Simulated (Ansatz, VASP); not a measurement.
One calculation of MgB2, two programs

```
Mg B
1.0
     3.10543    0.00000    0.00000
    -1.55272    2.68938    0.00000
     0.00000    0.00000    3.54633
Mg B
1 2
Direct
  0.00000 0.00000 0.00000
  0.66667 0.33333 0.50000
  0.33333 0.66667 0.50000
```

Alike in both runs: task single point; functional r2SCAN; k mesh 10 × 10 × 8; occupations fermi-dirac, width 0.05 eV; no spin polarisation.

|  | VASP | Ansatz |
| --- | --- | --- |
| version | VASP 6.6.1 | Ansatz 0.2.0 |
| potentials or method | VASP PAW PBE potentials, release 64 (Mg, B) | Ansatz PAW |
| plane-wave cutoff (eV) | 520 | 500 |
| valence electrons in the cell | 8 | 16 |

Ansatz gave:

* gap on the k mesh at the Fermi level (eV): none
* pressure (GPa): -5.0
* largest component of the traceless stress (GPa): 0.84

Which values does VASP return?

gap on the k mesh at the Fermi level (eV): none; pressure (GPa): -5.4; largest component of the traceless stress (GPa): 0.60.

A gap of «none» marks a metal or a gap that the smearing closes. The functional is the same, so the differences come from potentials, cutoffs and numerics. The two sets of potentials don't hold the same shells in valence.

Caveats: the PAW data sets were made with another functional, which shifts forces and pressure a little (VASP); the PAW data sets come from PBE, with cores solved anew for the run's functional, which leaves a small shift of forces and pressure (Ansatz).
